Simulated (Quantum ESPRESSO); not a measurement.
Runs of Quantum ESPRESSO 7.5 on MnO. It takes space group Fm-3m (No. 225, cubic). Conventional cell: a = 4.448 Å, b = 4.448 Å, c = 4.448 Å, α = 90.00°, β = 90.00°, γ = 90.00°. Mn (site symmetry m-3m) has 6 O at 2.22 Å as nearest neighbours. O (site symmetry m-3m) has 6 Mn at 2.22 Å as nearest neighbours. The cell is a database's computed one.

| task | level | potentials or basis | U | cell | k mesh | cutoff (eV) | start of the occupations | hubbard projectors | form of the LDA correlation | q mesh | k mesh for the Wannier functions | mesh quality | gap on the mesh (eV) | pressure (GPa) | moment (μB) |
| --- | --- | --- | --- | --- | --- | --- | --- | --- | --- | --- | --- | --- | --- | --- | --- |
| Hubbard U by linear response | LDA+U | GBRV 1.5 LDA | Mn d U = 4 eV | as given | 10 × 10 × 10 | 612 | default | atomic | PZ81 | 2 × 2 × 2 | - | not flagged | none | -0.2 | 5.00 |
| phonon dispersion | LDA | GBRV 1.5 LDA | - | relaxed | 6 × 6 × 6, shifted | 612 | - | - | PZ81 | 2 × 2 × 2 | - | coarse | none | 0.0 | 4.13 |
| Wannier functions | LDA | GBRV 1.5 LDA | - | as given | 10 × 10 × 10 | 612 | - | - | PZ81 | - | 6 × 6 × 6 | not flagged | none | -16.6 | (a) |
| Hubbard U by linear response | LDA+U | JTH 2.0 LDA | Mn d U = 5.3 eV | volume scaled by 1.08 | 6 × 6 × 6 | 490 | default | ortho-atomic | PW92 | 2 × 2 × 2 | - | coarse | none | - | 5.00 |

Alike in all rows: spin collinear, ferromagnetic start; smearing fermi-dirac 0.05 eV.

Task: Estimate the missing entries.

Result: (a) 4.60.

Caveats: some runs use coarse meshes; a cell with one magnetic atom can't hold antiferromagnetic order, which such compounds often take; semilocal functionals often make such compounds metallic where correlation or magnetic order opens a gap, which also shifts bond lengths (some runs); the mesh is thin for the phonons of a metal (some runs); some modes are imaginary (some runs); so large a pressure means that the cell lies far from this level's equilibrium, or that cutoff or potentials fall short (some runs); the cutoff is low for these files, which shifts pressure and relaxed volume (some runs); the cutoff lies well under what these potentials need, so the values aren't converged (some runs).

A gap of «none» marks a metal or a gap under the smearing width.
